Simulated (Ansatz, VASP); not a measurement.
**Pd in VASP and in Ansatz**

Contents of INCAR:

```
SYSTEM = Pd
PREC = Accurate ; ENCUT = 520
EDIFF = 1E-6 ; ISMEAR = -1
SIGMA = 0.1 ; LREAL = .FALSE.
LASPH = .TRUE. ; NELM = 60
ALGO = Normal ; ISIF = 2
LWAVE = .FALSE. ; LCHARG = .FALSE.
GGA = B5 ; ALDAX = 1.0
AGGAX = 1.0 ; AGGAC = 1.0
ALDAC = 0.0 ; NBANDS = 17
```

KPOINTS

```
regular mesh
0
G
  10 10 10
  0 0 0
```

Contents of POSCAR:

```
Pd
1.0
    0.0000000000      2.8856076206      2.8856076206
    2.8856076206      0.0000000000      2.8856076206
    2.8856076206      2.8856076206      0.0000000000
Pd
2
Direct
    0.1250000000      0.1250000000      0.1250000000
    0.8750000000      0.8750000000      0.8750000000
```

Input for Ansatz:

```yaml
crystal:
  lattice:
    - [0.0, 2.8856076206, 2.8856076206]
    - [2.8856076206, 0.0, 2.8856076206]
    - [2.8856076206, 2.8856076206, 0.0]
  atoms:
    - { symbol: Pd, position: [0.125, 0.125, 0.125] }
    - { symbol: Pd, position: [0.875, 0.875, 0.875] }
hamiltonian:
  xc: blyp
  pseudopotentials:
    kind: paw
    azcp:
      Pd: "pseudopotentials/Pd.paw.azcp"
basis:
  ecutwfc: 420
  fft_grid_basis: typed
kpoints:
  mp_grid: { grid: [10, 10, 10], shift: [0, 0, 0] }
magnetization:
  spin_polarized: false
scf:
  occupations: { method: fermi_dirac, width: 0.1 }
  lower_state_search: "off"
output:
  stress: true
```

Alike in both runs: task single point; functional BLYP; k mesh 10 × 10 × 10; occupations fermi-dirac, width 0.1 eV; no spin polarisation.

|  | VASP | Ansatz |
| --- | --- | --- |
| version | VASP 6.6.1 | Ansatz 0.2.0 |
| potentials or method | VASP PAW PBE potentials, release 64 (Pd) | plane waves (420 eV) with PAW, scalar-relativistic |
| plane-wave cutoff (eV) | 520 | 420 |
| valence electrons in the cell | 20 | 36 |

|  | VASP | Ansatz | Ansatz less VASP |
| --- | --- | --- | --- |
| pressure (GPa) | 5.8 | 5.8 | 0.00 |

With one functional, cell and mesh, what is left measures potentials, basis and numerics. The two sets of potentials don't hold the same shells in valence.

Caveats: the PAW data sets were made with another functional, which shifts forces and pressure a little (VASP).
